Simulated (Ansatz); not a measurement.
Input, command and steps of an Ansatz relaxation.

```yaml
crystal:
  lattice:
    - [6.316, 0.0, 0.0]
    - [0.0, 6.865, 0.0]
    - [-2.8330701797, 0.0, 6.2454685458]
  atoms:
    - { symbol: Hg, position: [0.0, 0.0, 0.0] }
    - { symbol: Hg, position: [0.0, 0.5, 0.5] }
    - { symbol: Hg, position: [0.425, 0.36, 0.265] }
    - { symbol: Hg, position: [0.575, 0.86, 0.235] }
    - { symbol: Hg, position: [0.575, 0.64, 0.735] }
    - { symbol: Hg, position: [0.425, 0.14, 0.765] }
basis:
  ecutwfc: 500
kpoints:
  mp_grid: { grid: [4, 4, 4] }
hamiltonian:
  xc: r2scan
scf:
  occupations: { method: gaussian, width: 0.02 }
output:
  forces: true
  stress: true
  eigenvalues: true
  write_density: true
  write_potential: true
  elf: true
  volumetric_format: npy
relax:
  adjacent_minimum: "off"
  f_tol: 0.02
  max_steps: 70
  cell: { stress_tol: 0.1 }
```

```bash
ansatz run input.yaml --threads 2 --pin off --max-ram 5120MiB --backend cpu --events-out ev --progress --plain --runs-dir out
```

All numbers below come from DFT r2SCAN, scalar-relativistic, plane waves, PAW (Ansatz 0.2.0).

Of 17 frames 10 are shown, positions in Å and forces in eV/Å; the SCF threshold varies from step to step. Steps run on the plane waves of an earlier cell, with a Pulay correction in the pressure. The basis is chosen afresh for the last frame, the zero of the energies, and can be on the way; energy and pressure step there, also at an unchanged geometry. Here that happened at step 15 (2 meV/atom, 0.0 GPa); the frames before carry an error of that size.

```xyz
6
Lattice="6.3160 0.0000 0.0000 0.0000 6.8650 0.0000 -2.8331 0.0000 6.2455" Properties=species:S:1:pos:R:3:forces:R:3 pbc="T T T" step=1 free_energy_over_end_meV_per_atom=156.22 pressure_GPa=-1.38
Hg    0.0000    0.0000    0.0000    0.0000    0.0000    0.0000
Hg   -1.4165    3.4325    3.1227    0.0000    0.0000    0.0000
Hg    1.9335    2.4714    1.6550   -0.0140   -0.0200    0.0290
Hg    2.9659    5.9039    1.4677    0.0140   -0.0200   -0.0290
Hg    1.5494    4.3936    4.5904    0.0140    0.0200   -0.0290
Hg    0.5170    0.9611    4.7778   -0.0140    0.0200    0.0290
6
Lattice="6.0459 0.0000 0.0569 0.0000 6.5026 0.0000 -2.6556 0.0000 5.7744" Properties=species:S:1:pos:R:3:forces:R:3 pbc="T T T" step=3 free_energy_over_end_meV_per_atom=93.63 pressure_GPa=-1.19
Hg    0.0000    0.0000    0.0000    0.0000    0.0000    0.0000
Hg   -1.3278    3.2513    2.8872    0.0000    0.0000    0.0000
Hg    1.8518    2.3518    1.5189   -0.0310   -0.0240   -0.0050
Hg    2.8663    5.6031    1.4252    0.0310   -0.0240    0.0050
Hg    1.5385    4.1508    4.3124    0.0310    0.0240    0.0050
Hg    0.5240    0.8995    4.4061   -0.0310    0.0240   -0.0050
6
Lattice="5.7607 0.0000 0.1172 0.0000 6.1133 0.0000 -2.4681 0.0000 5.1498" Properties=species:S:1:pos:R:3:forces:R:3 pbc="T T T" step=5 free_energy_over_end_meV_per_atom=58.05 pressure_GPa=0.52
Hg    0.0000    0.0000    0.0000    0.0000    0.0000    0.0000
Hg   -1.2340    3.0566    2.5749    0.0000    0.0000    0.0000
Hg    1.6871    2.2605    1.2271   -0.0030    0.1090   -0.0170
Hg    2.8395    5.3171    1.4651    0.0030    0.1090    0.0170
Hg    1.6055    3.8527    4.0400    0.0030   -0.1090    0.0170
Hg    0.4531    0.7961    3.8020   -0.0030   -0.1090   -0.0170
6
Lattice="5.7864 0.0000 0.1007 0.0000 6.1466 0.0000 -2.4960 0.0000 5.1038" Properties=species:S:1:pos:R:3:forces:R:3 pbc="T T T" step=6 free_energy_over_end_meV_per_atom=47.13 pressure_GPa=0.14
Hg    0.0000    0.0000    0.0000    0.0000    0.0000    0.0000
Hg   -1.2480    3.0733    2.5519    0.0000    0.0000    0.0000
Hg    1.6544    2.4210    1.1325   -0.0110    0.0550   -0.0590
Hg    2.8840    5.4943    1.5201    0.0110    0.0550    0.0590
Hg    1.6360    3.7256    4.0720    0.0110   -0.0550    0.0590
Hg    0.4064    0.6523    3.6844   -0.0110   -0.0550   -0.0590
6
Lattice="5.7952 0.0000 0.0639 0.0000 6.1339 0.0000 -2.5363 0.0000 4.9093" Properties=species:S:1:pos:R:3:forces:R:3 pbc="T T T" step=8 free_energy_over_end_meV_per_atom=30.26 pressure_GPa=-0.24
Hg    0.0000    0.0000    0.0000    0.0000    0.0000    0.0000
Hg   -1.2682    3.0670    2.4547    0.0000    0.0000    0.0000
Hg    1.5723    2.6617    0.8634   -0.0240    0.0460   -0.0060
Hg    2.9548    5.7287    1.6551    0.0240    0.0460    0.0060
Hg    1.6866    3.4722    4.1098    0.0240   -0.0460    0.0060
Hg    0.3041    0.4053    3.3181   -0.0240   -0.0460   -0.0060
6
Lattice="5.7319 0.0000 0.0322 0.0000 5.8484 0.0000 -2.5392 0.0000 4.6597" Properties=species:S:1:pos:R:3:forces:R:3 pbc="T T T" step=10 free_energy_over_end_meV_per_atom=16.98 pressure_GPa=0.82
Hg    0.0000    0.0000    0.0000    0.0000    0.0000    0.0000
Hg   -1.2696    2.9242    2.3298    0.0000    0.0000    0.0000
Hg    1.4444    2.8215    0.6980    0.1350    0.0480    0.2140
Hg    3.0179    5.7457    1.6641   -0.1350    0.0480   -0.2140
Hg    1.7483    3.0269    3.9939   -0.1350   -0.0480   -0.2140
Hg    0.1748    0.1027    3.0278    0.1350   -0.0480    0.2140
6
Lattice="5.9439 0.0000 0.0617 0.0000 5.3892 0.0000 -2.6052 0.0000 4.9923" Properties=species:S:1:pos:R:3:forces:R:3 pbc="T T T" step=12 free_energy_over_end_meV_per_atom=5.61 pressure_GPa=-0.29
Hg    0.0000    0.0000    0.0000    0.0000    0.0000    0.0000
Hg   -1.3026    2.6946    2.4962    0.0000    0.0000    0.0000
Hg    1.5462    2.6822    0.8625   -0.0010   -0.0010   -0.0100
Hg    3.0951    5.3768    1.6954    0.0010   -0.0010    0.0100
Hg    1.7925    2.7069    4.1915    0.0010    0.0010    0.0100
Hg    0.2436    0.0124    3.3586   -0.0010    0.0010   -0.0100
6
Lattice="5.8414 0.0000 0.1270 0.0000 5.6196 0.0000 -2.4946 0.0000 4.7953" Properties=species:S:1:pos:R:3:forces:R:3 pbc="T T T" step=13 free_energy_over_end_meV_per_atom=-1.39 pressure_GPa=-0.20
Hg    0.0000    0.0000    0.0000    0.0000    0.0000    0.0000
Hg   -1.2473    2.8098    2.3977    0.0000    0.0000    0.0000
Hg    1.5306    2.8034    0.8419    0.0020    0.0030   -0.0010
Hg    3.0635    5.6132    1.6827   -0.0020    0.0030    0.0010
Hg    1.8162    2.8162    4.0804   -0.0020   -0.0030    0.0010
Hg    0.2833    0.0064    3.2396    0.0020   -0.0030   -0.0010
6
Lattice="5.8025 0.0000 0.1292 0.0000 5.5629 0.0000 -2.4750 0.0000 4.8346" Properties=species:S:1:pos:R:3:forces:R:3 pbc="T T T" step=15 free_energy_over_end_meV_per_atom=0.03 pressure_GPa=-0.01
Hg    0.0000    0.0000    0.0000    0.0000    0.0000    0.0000
Hg   -1.2375    2.7815    2.4173    0.0000    0.0000    0.0000
Hg    1.5216    2.7790    0.8490    0.0000    0.0010    0.0000
Hg    3.0434    5.5604    1.6975    0.0000    0.0010    0.0000
Hg    1.8060    2.7840    4.1148    0.0000   -0.0010    0.0000
Hg    0.2841    0.0025    3.2663    0.0000   -0.0010    0.0000
6
Lattice="5.8018 0.0000 0.1449 0.0000 5.5642 0.0000 -2.4591 0.0000 4.8275" Properties=species:S:1:pos:R:3:forces:R:3 pbc="T T T" step=17 free_energy_over_end_meV_per_atom=0.00 pressure_GPa=-0.01
Hg    0.0000    0.0000    0.0000    0.0000    0.0000    0.0000
Hg   -1.2296    2.7821    2.4137    0.0000    0.0000    0.0000
Hg    1.5241    2.7814    0.8530    0.0000    0.0000    0.0000
Hg    3.0481    5.5635    1.7057    0.0000    0.0000    0.0000
Hg    1.8186    2.7828    4.1194    0.0000    0.0000    0.0000
Hg    0.2945    0.0007    3.2667    0.0000    0.0000    0.0000
```

The cell shrinks from 45.1 to 26.3 Å³ an atom. At the end the space group is C2/m (tolerance 0.05 Å).

Time: 11 min on 2 threads of Arm Neoverse V1, with other jobs on the host, peak memory 1.4 GiB.

Spin–orbit coupling is left out, which can shift energies with elements as heavy as these. The smearing is narrow for a metal on this mesh.